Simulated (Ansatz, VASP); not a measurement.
# NaH: VASP beside Ansatz

```xyz
2
Lattice="0.0000 2.5132 2.3668 2.5132 0.0000 2.3668 2.5132 2.5132 0.0000" Properties=species:S:1:pos:R:3 pbc="T T T"
Na    0.0000    0.0000    0.0000
H     2.5132    2.5132    2.3668
```

Change from the starting cell: strain +0.030 along x and y, -0.030 along z, atoms carried along.

Alike in both runs: task single point; functional LDA; k mesh 8 × 8 × 8; occupations gaussian, width 0.05 eV; no spin polarisation.

|  | VASP | Ansatz |
| --- | --- | --- |
| version | VASP 6.6.1 | Ansatz 0.2.0 |
| potentials or method | VASP PAW LDA potentials, release 64 (Na_pv, H) | scalar-relativistic, plane waves, PAW |
| plane-wave cutoff (eV) | 520 | 420 |
| valence electrons in the cell | 8 | 10 |

```csv
,VASP,Ansatz,Ansatz less VASP
gap on the k mesh at the Fermi level (eV),3.28,3.28,+0.001
least direct gap on the mesh (eV),4.21,4.21,+0.003
pressure (GPa),-3.0,-2.9,+0.05
largest component of the traceless stress (GPa),0.88,0.87,-0.011
```

The two sets of potentials don't hold the same shells in valence.

A k mesh can miss the band edges.
